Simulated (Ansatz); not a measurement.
**BeO: pressure series**

The reference is BeO in the wurtzite structure (space group P6_3mc, No. 186; a = 2.690 Å, c = 4.370 Å).

Cell and atoms are relaxed at each pressure.

Method: r2SCAN (Ansatz, a first-principles code, PAW, without spin-orbit coupling).

Candidates:
(a) pressure 1.5 GPa
(b) pressure 10 GPa
(c) pressure 5 GPa

Before the change:

The band gap is 8.55 eV.

### Question
Order them by band gap, lowest first.

### Answer
(a) pressure 1.5 GPa (8.62 eV), (c) pressure 5 GPa (8.79 eV), (b) pressure 10 GPa (9.01 eV)

Load acts through the strain it causes; cell and atoms are relaxed under it. No phonon test of stability was made. Competing high-pressure phases were not computed.
